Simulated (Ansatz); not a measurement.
input.yaml (Ansatz)

```yaml
crystal:
  lattice:
    - [0.0, 3.2601083639, 3.2601083639]
    - [3.2601083639, 0.0, 3.2601083639]
    - [3.2601083639, 3.2601083639, 0.0]
  atoms:
    - { symbol: Ba, position: [0.0, 0.0, 0.0] }
hamiltonian:
  xc: rpbe
  pseudopotentials:
    kind: paw
    azcp:
      Ba: "pseudopotentials/Ba.paw.azcp"
basis:
  ecutwfc: 420
  fft_grid_basis: typed
kpoints:
  mp_grid: { grid: [10, 10, 10], shift: [0, 0, 0] }
magnetization:
  spin_polarized: false
scf:
  occupations: { method: fermi_dirac, width: 0.1 }
  lower_state_search: "off"
output:
  stress: true
  write_density: true
  write_potential: true
  elf: true
  volumetric_format: npy
```

Terminal output

```
Engine: ansatz 0.2.0, x86_64-unknown-linux-gnu
Pseudopotentials: kind: paw
Pseudopotential: Ba, paw, valence charge 10, recommended cutoff 420 eV (normal) 
Functional definition: RPBE
  parameter kappa = 0.804
  parameter beta = 0.06672455060314922
  exchange = rpbe_x(kappa = kappa, mu = beta*pi^2/3)
  correlation = pbe_c(beta = beta)
Crystal: 1 atoms, lattice volume = 69.299 Å³
Basis set: ecut = 420 eV, 1363 PW (Γ)
Bands: 9, of which v1, the nominal top of the filled ones, is band 5 counted from 1 (4 counted from 0)
Symmetry: 48 space group operations
Space group: Fm-3m (ITA 225), of the structure as read, at distance tolerance 4.1e-5 Å
k-points: 47 of 1000
Non-local potential: Ba, projectors of the file, l = 0: 3, l = 1: 2, l = 2: 2, l = 3: 2
PAW form: soft (Blöchl's): semilocal exchange-correlation on the pseudo side does not see the compensation charge
PAW frozen core: Ba, regenerated for the run's functional, and the local potential with it (the file was generated under x = pbe(κ = 0.804, μ = 0.2195149727645171), c = pbe(β = 0.06672455060314922))
PAW one-centre angular grid: Ba, 194 points (default); XC on 64 Gauss nodes
Initial density: superposition of atomic densities (neutral atoms: chi_scale 0, normalization atom), corrected by the library's trained network
Initial wavefunctions: pseudopotential atomic-orbital guess
Functional: x = rpbe, c = pbe(β = 0.06672455060314922)
SCF iter   1: F=—  HF=-5959.213774 eV  |F-HF|=—  |Δ(HF+E_count)|=         —  Δρ=1.19e-3  dr2=1.32e-3  ethr=1.77e-3  ⟨swp⟩=7.5  Hψ=4129  notcnv=0
SCF iter   2: F=—  HF=-5959.214396 eV  |F-HF|=—  |Δ(HF+E_count)|=   6.23e-4  Δρ=8.27e-4  dr2=7.08e-4  ethr=1.32e-5  ⟨swp⟩=2.4  Hψ=982  notcnv=0
SCF iter   3: F=—  HF=-5959.214759 eV  |F-HF|=—  |Δ(HF+E_count)|=   3.63e-4  Δρ=1.90e-4  dr2=6.02e-5  ethr=7.08e-6  ⟨swp⟩=2.6  Hψ=580  notcnv=0
SCF iter   4: F=—  HF=-5959.214757 eV  |F-HF|=—  |Δ(HF+E_count)|=   1.55e-6  Δρ=5.23e-5  dr2=3.80e-6  ethr=6.02e-7  ⟨swp⟩=2.0  Hψ=601  notcnv=0
iter 5 did not close the SCF: its close was put off for the readings that it lacked (scf_convergence_deferred on its scf_iter line)
SCF iter   5: F=-5959.214758 eV  HF=-5959.214758 eV  |F-HF|=8.68e-8  |Δ(HF+E_count)|=   4.13e-7  Δρ=1.53e-5  dr2=6.27e-8  ethr=3.80e-8  ⟨swp⟩=3.0  Hψ=715  notcnv=0
SCF iter   6: F=-5959.214758 eV  HF=-5959.214758 eV  |F-HF|=1.72e-9  |Δ(HF+E_count)|=   1.03e-7  Δρ=3.38e-6  dr2=6.24e-9  ethr=6.27e-10  ⟨swp⟩=6.7  Hψ=2792  notcnv=0
SCF 1 converged in 6 iterations: F = -5959.214758 eV  dr2 = 6.24e-9
SCF converged after 6 iterations
Free energy (F): -5959.214758 eV
Harris-Foulkes:  -5959.214758 eV  (|F-HF|=1.72e-9)
Internal energy: -5959.155918 eV  (E = F + TS)
E sigma→0 (E₀):  -5959.185338 eV
Entropy (-TS):   -0.058840 eV (-58.840 meV/atom)
Fermi energy:    5.303046 eV
--- Per-component energies (eV) ---
  E_band       = -92.174087
  E_kinetic    = 166.055649
  E_local      = -400.921979  (includes V_loc(G=0)·N_el)
  E_nonlocal   = 56.356351
  E_hartree    = 127.279764
  E_xc         = -166.688952
  E_vxc        = -133.148042  (∫ρ·V_xc dr)
  E_paw        = -5234.912307  (= ΣΔE_a)
  E_vpaw       = -35.074282  (= ΣTr[D̂ρ^β])
  E_aug_tail   = -0.000002  (compensation charges beyond the density's cutoff)
  E_ewald      = -506.274494
  E_core_change = -0.049947  (= ΣΔE_core)
  E_smearing   = -0.058840  (= −TS)
  E_closure    = -0.000000  (closes the sum)
  Σ components = -5959.214758   (vs F -5959.214758, Δ=0.00e0)
--- Stress (GPa, compression-positive) ---
        0.062937      -0.000000       0.000000
       -0.000000       0.062937       0.000000
        0.000000       0.000000       0.062937
  P = ⅓ Tr σ = 0.0629 GPa (0.629 kbar)
--- Band table (eV; the first three rows and the last of 47) ---
  k-point 0: bands = ["-23.7920", "-8.8079", "-8.8079", "-8.8079", "2.5838", "7.0023", "7.0023", "7.0023", "8.3976"]
  k-point 1: bands = ["-23.7896", "-8.8409", "-8.8121", "-8.8121", "2.7405", "6.7914", "7.0717", "7.0717", "8.2874"]
  k-point 2: bands = ["-23.7832", "-8.9257", "-8.8233", "-8.8233", "3.1724", "6.3927", "7.1688", "7.1688", "8.2024"]
  k-point 46: bands = ["-23.7579", "-9.0525", "-8.9938", "-8.9306", "5.1537", "5.6861", "6.1889", "7.4568", "9.7670"]
```

Launched by

```sh
ansatz run input.yaml --threads 2 --pin off --max-ram 5120MiB --backend cpu --events-out ev --progress --plain --runs-dir out
```

On 2 threads of Intel(R) Xeon(R) Platinum 8488C (Sapphire Rapids) (shared host) this took about 1.1 s of wall time and 1.9 s of CPU time.
